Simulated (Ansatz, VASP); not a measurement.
**Two plane-wave programs on H**

```
H
1.0
     1.64853   -2.73169    0.00000
     1.64853    2.73169    0.00000
     0.00000    0.00000    6.31377
H
4
Direct
  0.56781 0.43219 0.99951
  0.43219 0.56781 0.00049
  0.43219 0.56781 0.49951
  0.56781 0.43219 0.50049
```

Alike in both runs: task single point; functional LDA; k mesh 8 × 8 × 4; occupations gaussian, width 0.05 eV; no spin polarisation.

```csv
,VASP,Ansatz
version,VASP 6.6.1,Ansatz 0.2.0
potentials or method,"VASP PAW LDA potentials, release 64 (H)","scalar-relativistic, plane waves, PAW"
plane-wave cutoff (eV),520,420
valence electrons in the cell,4,4
```

```csv
,VASP,Ansatz,Ansatz less VASP
gap on the k mesh at the Fermi level (eV),7.80,7.80,+0.005
least direct gap on the mesh (eV),7.81,7.81,+0.006
pressure (GPa),0.7,0.9,+0.15
largest component of the traceless stress (GPa),2.52,2.52,-0.002
rms of the force components (eV/Å),0.566,0.560,-0.0054
```

Atom by atom the forces differ by 0.005 eV/Å (rms over components).

A k mesh can miss the band edges. As with any semilocal functional, this LDA gap is likely too small.
